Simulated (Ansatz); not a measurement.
# BaTe: band gap under strain

How does strain move the band edges of BaTe in the rocksalt structure, and do the functionals agree on it? States: -3.0 % biaxial strain in the (111) plane, free along [111]; -2.6 % strain along z alone; +3.1 % biaxial strain in x and y, z held.

Code: Ansatz 0.2.0. PAW datasets, plane waves. Spin-unpolarised throughout; all numbers are computed.

**1. The system as given**

The unstrained cell was relaxed with r2SCAN; in each strained cell the atoms were relaxed again with r2SCAN. Names of k-points are those of the unstrained zone, where strain can split equivalent points. First state: -3.0 % biaxial strain in the (111) plane, free along [111].

The symmetry is R-3m (No. 166, trigonal); a = 4.844 Å, c = 12.585 Å in the conventional setting, 42.62 Å³ an atom. Around Ba lie 6 Te at 3.50 Å; around Te lie 6 Ba at 3.50 Å.

Structure file:

```
CELL_PARAMETERS angstrom
0.13868 3.56368 3.56368
3.56368 0.13868 3.56368
3.56368 3.56368 0.13868
ATOMIC_POSITIONS crystal
Ba 0.00000 0.00000 0.00000
Te 0.50000 0.50000 0.50000
```

**2. -3.0 % biaxial strain in the (111) plane, free along [111]: PBE**

The input, input.yaml:

```yaml
crystal:
  lattice:
    - [0.1386806333, 3.5636829174, 3.5636829174]
    - [3.5636829174, 0.1386806333, 3.5636829174]
    - [3.5636829174, 3.5636829174, 0.1386806333]
  atoms:
    - { symbol: Ba, position: [0.0, 0.0, 0.0] }
    - { symbol: Te, position: [0.5, 0.5, 0.5] }
kpoints:
  mp_grid: { grid: [6, 6, 6] }
  band_path:
    path:
      - [0.0, 0.0, 0.0]
      - [0.5, 0.0, 0.5]
      - [0.625, 0.25, 0.625]
      - [0.375, 0.375, 0.75]
      - [0.5, 0.5, 0.5]
      - [0.5, 0.25, 0.75]
    npoints: 1
hamiltonian:
  xc: pbe
scf:
  occupations: { method: fermi_dirac, width: 0.02 }
  n_extra_bands: 4
output:
  forces: true
  stress: true
  eigenvalues: true
```

After this run come: -3.0 % biaxial strain in the (111) plane, free along [111]: r2SCAN; -3.0 % biaxial strain in the (111) plane, free along [111]: HSE06; -2.6 % strain along z alone: PBE; -2.6 % strain along z alone: r2SCAN; -2.6 % strain along z alone: HSE06; +3.1 % biaxial strain in x and y, z held: PBE; +3.1 % biaxial strain in x and y, z held: r2SCAN; +3.1 % biaxial strain in x and y, z held: HSE06.

Q: Predict the outcome of this session.

**Answer**, as computed:

Least gap in eV (negative: overlap):

| state | PBE | r2SCAN | HSE06 |
| --- | --- | --- | --- |
| -3.0 % biaxial strain in the (111) plane, free along [111] | 1.51 | 1.85 | 2.19 |
| -2.6 % strain along z alone | 1.56 | 1.90 | 2.25 |
| +3.1 % biaxial strain in x and y, z held | 1.72 | 2.07 | 2.43 |

Where both were run, the HSE06 gap lies +0.68 to +0.70 eV from PBE's, each on its own k points. In PBE the gap is least under -3.0 % biaxial strain in the (111) plane, free along [111] (1.51 eV) and largest under +3.1 % biaxial strain in x and y, z held (1.72 eV). Spin-orbit coupling is left out of the table, though the cell holds Ba (Z = 56).
